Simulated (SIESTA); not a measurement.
The system is Ru.

```
CELL_PARAMETERS angstrom
2.70580 0.00000 0.00000
-1.35290 2.34329 0.00000
0.00000 0.00000 4.28190
ATOMIC_POSITIONS crystal
Ru 0.66667 0.33333 0.75000
Ru 0.33333 0.66667 0.25000
```

Base run:

| Quantity | Value |
| --- | --- |
| Program | SIESTA 5.4.2 |
| Functional | vdW-DF-cx |
| Potentials or basis | PseudoDojo 0.4 standard (PBE files) |
| Basis | DZP (energy shift 0.002 Ry) |
| Grid cutoff | 800 Ry |
| Energy shift | 0.002 Ry |
| k mesh | 11 × 11 × 6 |
| Occupations | fermi-dirac, width 0.05 eV |
| Spin | no spin polarisation |

Its results: band gap on the k mesh none (metal or under the smearing width); pressure -3.6 GPa.

**Question.** After a change of settings the same cell gave: band gap on the k mesh none (metal or under the smearing width); pressure -5.2 GPa. Which change was it?
A. functional from vdW-DF-cx to RPBE
B. functional from vdW-DF-cx to PBEGcGxHEG
C. functional from vdW-DF-cx to BLYP
D. functional from vdW-DF-cx to PBEsol; potentials or basis from PseudoDojo 0.4 standard (PBE files) to PseudoDojo 0.4 standard (PBEsol files)

**Answer.** D.

Caveats: semicore shells carry a single zeta, which can move pressures by several GPa and volumes by a few percent; the basis of atomic orbitals isn't converged, which shifts pressures, moduli and gaps; the potentials were made for another functional, which shifts forces and pressure (some runs).

Runs at the PBE level aren't shown here.
